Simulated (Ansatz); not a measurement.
FeS₂ (Pa-3) from a database structure, relaxed with r2SCAN in the PAW code Ansatz: space group Pa-3 (No. 205), cubic; a = 5.403 Å in the conventional setting, 13.14 Å³ an atom. Fe is surrounded by 6 S at 2.26 Å; S is surrounded by 1 S at 2.15 Å and 3 Fe at 2.26 Å. The primitive cell holds 12 atoms in 157.73 Å³. The values are computed, spin-unpolarised, and not measurements.

Computed values: HSE06 (4×4×4) gives a least gap of 2.23 eV, direct. In PBE's bands the lowest conduction level rises by 0.030 eV from Γ to the point 0.0581 1/Å along Γ–X; the direct gap at Γ is 0.65 eV. r2SCAN's ε∞ is 15.12.

Problem. What is the density?

Solution. The cell holds 4 Fe, 8 S: M = 4×55.845 + 8×32.060 = 479.86 u in V = 157.73 Å³. ρ = 1.66054 × M/V = 1.66054 × 479.86/157.73 = 5.052 g/cm³, for the static r2SCAN lattice.

Problem. At what wavelength does absorption set in by HSE06, excitons left aside?

Solution. λ = 1239.84 eV nm/E: 556 nm for the least gap. The direct edge lies in the visible range.

Problem. Estimate the electron mass at Γ from the rise of PBE's conduction level.

Solution. A parabola gives m*/mₑ = (ħ²/2mₑ) k²/ΔE = 3.810 × 0.0581²/0.030 = 0.429. The band flattens away from Γ; with E(1 + E/E_g) = ħ²k²/2m* the mass at the edge is 0.429/(1 + 0.030/0.65) = 0.410 (1/E_g is only a rough value for the bending). It is PBE's mass, and a gap that is too small makes it too light.

Problem. What refractive index and reflectivity at normal incidence follow, below the gap and above the phonons?

Solution. n = √15.12 = 3.888; R = ((n − 1)/(n + 1))² = (2.888/4.888)² = 34.9 % a face.

Where an edge lies off the special points, it is a point of the mesh or the k point where a search put PBE's edge or least direct gap, reused for the other functionals, whose own edges may lie a little apart.

The meshes of the hybrids are coarse, so their gaps aren't converged to the digits shown.
